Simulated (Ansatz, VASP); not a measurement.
# Two plane-wave programs on BP

```
B P
1.0
     0.00000    2.25134    2.25134
     2.25134    0.00000    2.25134
     2.25134    2.25134    0.00000
B P
1 1
Direct
  0.00000 0.00000 0.00000
  0.25000 0.25000 0.25000
```

Alike in both runs: functional PBEsol; k mesh 10 × 10 × 10; occupations gaussian, width 0.02 eV; no spin polarisation.

Ansatz relaxed the structure, and its values are those at the end. VASP's run is a single point on that final structure, the one shown.

|  | VASP | Ansatz |
| --- | --- | --- |
| version | VASP 6.6.1 | Ansatz 0.2.0 |
| potentials or method | VASP PAW PBE potentials, release 64 (B, P) | scalar-relativistic, plane waves, PAW |
| plane-wave cutoff (eV) | 520 | 420 |
| valence electrons in the cell | 8 | 8 |

Ansatz gave:

| Item | Value |
| --- | --- |
| gap on the k mesh at the Fermi level (eV) | 1.10 |
| least direct gap on the mesh (eV) | 3.40 |
| pressure (GPa) | 2.0 |

Question: Estimate VASP's values.

Answer: gap on the k mesh at the Fermi level (eV): 1.10; least direct gap on the mesh (eV): 3.39; pressure (GPa): 2.1.

Caveats: the PAW data sets were made with another functional, which shifts forces and pressure a little (VASP). Expect the measured gap to be larger: semilocal functionals such as PBEsol lack the derivative discontinuity. A k mesh can miss the band edges.
